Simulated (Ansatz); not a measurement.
Crystal: VO2.

```
V O
1.0
     4.50720    0.00000    0.00000
     0.00000    4.50720    0.00000
     0.00000    0.00000    3.04445
V O
2 4
Direct
  0.50000 0.50000 0.50000
  0.00000 0.00000 0.00000
  0.20036 0.79964 0.50000
  0.79964 0.20036 0.50000
  0.70036 0.70036 0.00000
  0.29964 0.29964 0.00000
```

The cell is a database's computed one.

```yaml
Program: Ansatz 0.2.0
Task: relaxation of cell and atoms
Functional: revPBE
Dispersion: D3(BJ)
Potentials_or_basis: Ansatz PAW
Cutoff: "420 eV (not typed: the program's choice for these potentials)"
k_mesh: 6 × 6 × 9
Occupations: fermi-dirac, width 0.05 eV
Spin: collinear spin, ferromagnetic start
Starting_moments: "[2.0, 2.0, 0.0, 0.0, 0.0, 0.0] μB"
```

At the start: volume 10.31 Å³/atom.

Problem. Where does the relaxation end?

Solution. It ends after 9 steps and the volume is 9.76 Å³/atom (-5.3 %); space group P4_2/mnm (No. 136, to 0.05 Å); moment 2.00 μB per cell.

Step by step:
```csv
step,energy change (eV),largest force (eV/Å),volume (Å³)
1,0.0000,0.2117,61.85
2,-0.2788,0.4644,59.84
3,-0.3514,0.1120,57.85
4,-0.3627,0.0219,58.54
5,-0.3623,0.0008,58.65
6,-0.3624,0.0014,58.63
7,-0.3562,0.0013,58.63
8,-0.3566,0.0004,58.58
9,-0.3563,0.0004,58.58
```

Final structure:
```
V O
1.0
     4.55289    0.00000    0.00000
     0.00000    4.55289    0.00000
     0.00000    0.00000    2.82624
V O
2 4
Direct
  0.50000 0.50000 0.50000
  0.00000 0.00000 0.00000
  0.20094 0.79906 0.50000
  0.79906 0.20094 0.50000
  0.70094 0.70094 0.00000
  0.29906 0.29906 0.00000
```

Caveat: the plane-wave basis is chosen anew once the cell has moved, so the energies of steps on either side of that aren't comparable; the pressure holds a Pulay correction of +0.8 GPa for the finite cutoff; the PAW data sets come from PBE, with cores solved anew for the run's functional, which leaves a small shift of forces and pressure.
